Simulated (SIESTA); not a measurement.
# NiO under changes of volume

One of the cells (9.076 Å³/atom); the others are scaled copies at fixed shape and fractional positions:

```
Ni O
1.0
     0.00000    2.08590    2.08590
     2.08590    0.00000    2.08590
     2.08590    2.08590    0.00000
Ni O
1 1
Direct
  0.00000 0.00000 0.00000
  0.50000 0.50000 0.50000
```

```yaml
Program: SIESTA 5.4.2
Functional: PBE
Potentials_or_basis: PseudoDojo 0.4 standard (PBE files)
Basis: SZ (energy shift 0.002 Ry)
Grid_cutoff: 800 Ry
Energy_shift: 0.002 Ry
k_mesh: 8 × 8 × 8
Occupations: fermi-dirac, width 0.05 eV
Spin: collinear spin, ferromagnetic start
Starting_moments: "[1.0, 0.0] μB"
```

| volume (Å³/atom) | energy over the lowest point (meV/atom) | pressure (GPa) | moment (μB per cell) |
| --- | --- | --- | --- |
| 8.531 | 76.84 | 27.5 | 0.71 |
| 8.713 | 49.27 | 21.4 | 0.72 |
| 8.894 | ? | ? | ? |
| 9.076 | 13.09 | 10.2 | 0.73 |
| 9.257 | 4.36 | 5.6 | 0.73 |
| 9.439 | 0.06 | 2.1 | 0.74 |
| 9.620 | 0.00 | -1.9 | 0.75 |

Problem. What does the run at 8.894 Å³/atom give?

Solution. Energy over the lowest point 27.96 meV/atom; pressure 16.1 GPa; moment 0.72 μB per cell.

Worked out: A Birch-Murnaghan fit of order 3 (a polynomial in V^(-2/3)) to the other rows has its minimum at 9.52 Å³/atom with B0 = V·E''(V) = 195 GPa and B' = 4.7. It gives 28.20 meV/atom at 8.894 Å³/atom, against the run's 27.96, and -dE/dV = 15.6 GPa, against 16.1. A straight line through the other rows of the moment, of slope 0.0329 μB per Å³/atom, gives 0.72 μB, against the run's 0.72.

Energies are extrapolated to zero smearing.

Caveats: the basis has no polarisation orbitals; short orbitals over semicore shells can move pressures by several GPa; the basis of atomic orbitals isn't converged, which shifts pressures, moduli and gaps; a cell with one magnetic atom can't hold antiferromagnetic order, which such compounds often take.
